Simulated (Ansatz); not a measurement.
**Which starts lead to the lowest SiGe3 cell?**

The calculation used DFT PBE, scalar-relativistic, plane waves, PAW in Ansatz 0.2.0. The screen uses 420 eV, coarse Γ-centred meshes (up to 0.6 Å⁻¹ on the start cell), Gaussian smearing of 0.2 eV, tolerances of 0.08 eV/Å and 0.8 GPa and 16 steps at most, with the symmetry of each start kept. No spin polarisation. Energies are free energies per atom, good to about 0.1 eV/atom between metallic cells, end volumes are rough, and groups of ends are read at 0.1 Å.

The candidates are structure types from databases with the species swapped, cells proposed by chemical analogy and random cells on Wyckoff sites, with guessed sizes. Not shown: 10 further candidates, unfinished, in doubt or set aside.

```tsv
#	made from	sites	V start (Å³/atom)
1	random sites (P6/mmm)	Si 2d; Ge 2e, 4h	18.4
2	ZrSe3 cell (P2_1/m)	Si 2e; Ge 2e, 2e, 2e	17.1
3	random sites (P6/mmm)	Si 1a, 1b; Ge 6i	17.5
4	random sites (P3m1)	Si 1a; Ge 1c, 1b, 1c	19.3
5	random sites (R3m)	Si 3a; Ge 3a, 3a, 3a	21.9
6	proposed by analogy (R-3m)	Si 6c; Ge 18h	22.0
7	random sites (P4mm)	Si 1a; Ge 1a, 2c	21.7
8	random sites (I4mm)	Si 2a; Ge 4b, 2a	22.2
9	Re3B cell (Cmcm)	Si 4c; Ge 4c, 8f	15.3
10	random sites (I4_122)	Si 4b; Ge 8e, 4a	19.9
11	Ag3Sb cell (Pmmn)	Si 2a; Ge 2b, 4e	15.6
12	random sites (Cmmm)	Si 2b; Ge 4j, 2d	21.4
13	random sites (R-3m)	Si 3b; Ge 3a, 6c	21.8
14	proposed by analogy (P-4m2)	Si 1a; Ge 1c, 2g	22.0
15	TiI3 cell (C2/c)	Si 4a; Ge 8f, 4e	18.7
16	random sites (P2_1/c)	Si 2b; Ge 2c, 4e	18.8
17	random sites (P2/m)	Si 1b; Ge 2m, 1a	21.0
18	proposed by analogy (I-42d)	Si 4a; Ge 8d, 4b	22.0
19	random sites (P-62m)	Si 1b; Ge 3f	21.5
20	random sites (P-6m2)	Si 1f; Ge 3k	20.7
21	proposed by analogy (R3m)	Si 3a; Ge 3a, 3a, 3a	22.0
22	random sites (P4mm)	Si 2c; Ge 4d, 1a, 1a	21.0
23	random sites (P4mm)	Si 1a; Ge 1b, 2c	20.1
24	ZnNi3 cell (I4/mmm)	Si 2a; Ge 4d, 2b	18.0
```

Question: Rank the ends, and say which starts fall together.

Answer: The lowest end has space group I-42d (No. 122) and 22.8 Å³/atom; only candidate 18 reaches it. The lowest start before relaxing, candidate 18, is that one. 3 other ends lie within 0.1 eV/atom of it, so the top isn't resolved yet.

| # | E start (eV/atom) | E end (eV/atom) | end group | V end (Å³/atom) | finished | same end as |
| --- | --- | --- | --- | --- | --- | --- |
| 18 | 0.01 | 0.00 | I-42d | 22.8 | yes | - |
| 21 | 0.02 | 0.01 | R3m | 22.9 | yes | - |
| 14 | 0.03 | 0.01 | P-4m2 | 22.7 | yes | - |
| 6 | 0.03 | 0.02 | R-3m | 22.7 | yes | - |
| 8 | 0.58 | 0.25 | Im-3m | 18.8 | yes | - |
| 1 | 0.83 | 0.29 | P6/mmm | 19.5 | yes | - |
| 5 | 0.78 | 0.30 | R3m | 19.3 | stopped early | - |
| 2 | 0.87 | 0.32 | P2_1/m | 18.6 | yes | - |
| 4 | 1.06 | 0.32 | P-6m2 | 19.8 | yes | - |
| 15 | 1.46 | 0.33 | Cmcm | 18.0 | yes | - |
| 9 | 0.70 | 0.33 | Cmcm | 18.2 | yes | - |
| 3 | 1.62 | 0.36 | P6/mmm | 18.3 | yes | - |
| 19 | 0.64 | 0.36 | P-62m | 21.1 | yes | - |
| 11 | 0.52 | 0.38 | Pmmn | 18.1 | yes | - |
| 23 | 1.09 | 0.38 | P4mm | 19.3 | yes | - |
| 24 | 0.42 | 0.41 | I4/mmm | 18.4 | yes | - |
| 16 | 3.47 | 0.43 | P2_1/c | 19.7 | stopped early | - |
| 13 | 0.56 | 0.45 | R-3m | 18.3 | yes | - |
| 7 | 3.21 | 0.50 | P4mm | 25.2 | yes | - |
| 12 | 3.19 | 0.57 | Cmmm | 20.5 | stopped early | - |
| 20 | 4.44 | 0.66 | P6/mmm | 21.5 | stopped early | - |
| 22 | 1.63 | 0.71 | P4mm | 22.4 | yes | - |
| 17 | 1.41 | 0.79 | P2/m | 25.6 | yes | - |
| 10 | 3.99 | 1.28 | I4_122 | 27.2 | stopped early | - |

Energies count from the lowest end; groups are read at 0.1 Å. Cells stopped early, at the step cap or the time limit, are upper bounds. Ends are matched loosely, so a merged end can be a slightly distorted copy, and ends listed apart can be strained forms of one structure.

The runs shown took about 19 CPU minutes on Intel(R) Xeon(R) Processor @ 2.30GHz, a shared host. Some types were kept out of the candidates beforehand, so the set may lack a known form.
